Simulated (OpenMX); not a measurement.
The system is KBr.

```
Br K
1.0
     0.00000    3.30000    3.30000
     3.30000    0.00000    3.30000
     3.30000    3.30000    0.00000
Br K
1 1
Direct
  0.50000 0.50000 0.50000
  0.00000 0.00000 0.00000
```

Base run:

- Program: OpenMX 3.8.5
- Functional: PBE
- Potentials or basis: OpenMX 2013 PBE set, Br7.0-s3p2d2, K10.0-s3p2d1, grid cutoff 420 Ry
- k mesh: 5 × 5 × 5
- Occupations: fermi-dirac, width 0.05 eV
- Spin: no spin polarisation

Its results: band gap on the k mesh 4.42 eV, direct.

Task: The run is repeated on the same cell with these changes: potentials or basis from OpenMX 2013 PBE set, Br7.0-s3p2d2, K10.0-s3p2d1, grid cutoff 420 Ry to OpenMX 2013 PBE set, Br7.0-s3p2d2, K10.0-s3p2d1, grid cutoff 300 Ry; spin from no spin polarisation to non-collinear spin, zero start, spin-orbit coupling. What comes out?

Result: Band gap on the k mesh 4.26 eV, direct; net moment 0.00 μB per cell.

Spin-orbit coupling splits the band edges, which narrows the gap.

Caveats: the basis of atomic orbitals isn't converged, which shifts pressures, moduli and gaps; an odd mesh through Γ misses points on the zone boundary, where band edges often lie (some runs); total energies with and without spin-orbit coupling shouldn't be compared in this program (some runs).

Not every run made on this cell is shown here.
